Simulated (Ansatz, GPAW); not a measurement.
This is a calculation of MgO for Ansatz 0.2.0. The cell is a database's computed one, not the measured one.

input.yaml

```yaml
crystal:
  lattice:
    - [0.0, 2.0970013927, 2.0970013927]
    - [2.0970013927, 0.0, 2.0970013927]
    - [2.0970013927, 2.0970013927, 0.0]
  atoms:
    - { symbol: Mg, position: [0.0, 0.0, 0.0] }
    - { symbol: O, position: [0.5, 0.5, 0.5] }
kpoints:
  mp_grid: { grid: [11, 11, 11] }
scf:
  occupations: { method: gaussian, width: 0.012 }
hamiltonian:
  xc: pbe
  pseudopotentials: { kind: all_electron, lapw: { basis_error: 0.001 } }
output:
  forces: true
  stress: true
  eigenvalues: true
```

Potentials or basis: all-electron LAPW, scalar-relativistic.

The run is started by

```console
$ ansatz run input.yaml --threads 1 --pin off --max-ram 3072MiB --backend cpu --events-out ev --progress --plain --runs-dir out
```

What does the same run look like in GPAW 26.7.0 (ASE script)? Potentials or basis there: GPAW PAW data sets (gpaw-data 1.2.1), cutoff 800 eV.

As run (cutoffs and basis follow the program's own potentials, and thresholds, step limits or extra output files can differ):

run.py

```python
from ase import Atoms
from ase.dft.bandgap import bandgap
from ase.io import write
from ase.units import GPa
from gpaw import GPAW, PW

atoms = Atoms(['Mg', 'O'],
              cell=[[0.0, 2.0970013927, 2.0970013927],
                    [2.0970013927, 0.0, 2.0970013927],
                    [2.0970013927, 2.0970013927, 0.0]],
              scaled_positions=[[0.0, 0.0, 0.0],
                                [0.5, 0.5, 0.5]],
              pbc=True)

calc = GPAW(mode=PW(800),
            xc='PBE',
            kpts={'size': (11, 11, 11), 'gamma': True},
            occupations={'name': 'methfessel-paxton', 'order': 0, 'width': 0.012},
            nbands=16,
            convergence={'density': 1e-05, 'energy': 1e-05},
            maxiter=150,
            txt='gpaw.txt')
atoms.calc = calc
energy = atoms.get_potential_energy()
forces = atoms.get_forces()
stress = atoms.get_stress()
calc.write('gs.gpw')
write('result.traj', atoms)
print(f'Energy: {energy:.6f} eV')
print('Forces (eV/A):')
print(forces.round(4))
print('Stress (GPa):', (stress / GPa).round(3))
print('Fermi level:', round(calc.get_fermi_level(), 4), 'eV')
print(f'Gap: {bandgap(calc)[0]:.4f} eV, direct: {bandgap(calc, direct=True)[0]:.4f} eV')
```

Potentials or basis: GPAW PAW data sets (gpaw-data 1.2.1), pw.

Run with:

```sh
$ OMP_NUM_THREADS=1 python run.py
```

Both were run:

|  | Ansatz | GPAW |
| --- | --- | --- |
| Pressure | 7.0 GPa | 7.0 GPa |

Where Ansatz's input types no cutoff or centring, it takes its own default and a Γ-centred mesh.

Pressure is positive in compression.
